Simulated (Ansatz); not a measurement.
The system is SrO.

```
CELL_PARAMETERS angstrom
0.00000 2.56630 2.56630
2.56630 0.00000 2.56630
2.56630 2.56630 0.00000
ATOMIC_POSITIONS crystal
Sr 0.50000 0.50000 0.50000
O 0.00000 0.00000 0.00000
```

Base run:

```yaml
Program: Ansatz 0.2.0
Functional: r2SCAN
Potentials_or_basis: Ansatz PAW
Cutoff: "500 eV (not typed: the program's choice for these potentials)"
k_mesh: 9 × 9 × 9
Occupations: fermi-dirac, width 0.05 eV
Spin: no spin polarisation
```

Its results: band gap on the k mesh 3.85 eV, indirect (least direct gap 3.93 eV); pressure 1.5 GPa.

After a change of settings the same cell gave: band gap on the k mesh 3.51 eV, indirect (least direct gap 3.58 eV); pressure 6.2 GPa. Which change was it?
A. functional from r2SCAN to PBE; cutoff from 500 eV (not typed: the program's choice for these potentials) to 420 eV (not typed: the program's choice for these potentials); occupations from fermi-dirac, width 0.05 eV to gaussian, width 0.016 eV
B. functional from r2SCAN to BLYP; cutoff from 500 eV (not typed: the program's choice for these potentials) to 420 eV (not typed: the program's choice for these potentials)
C. functional from r2SCAN to HSE06; cutoff from 500 eV (not typed: the program's choice for these potentials) to 420 eV (not typed: the program's choice for these potentials); k mesh from 9 × 9 × 9 to 5 × 5 × 5

B.

r2SCAN gives the wider gap, since meta-GGAs in the generalised Kohn-Sham scheme recover part of the derivative discontinuity.

Caveats: the k mesh misses the band edges, so the gap on the mesh is wider than the one along the path; the PAW data sets come from PBE, with cores solved anew for the run's functional, which leaves a small shift of forces and pressure.
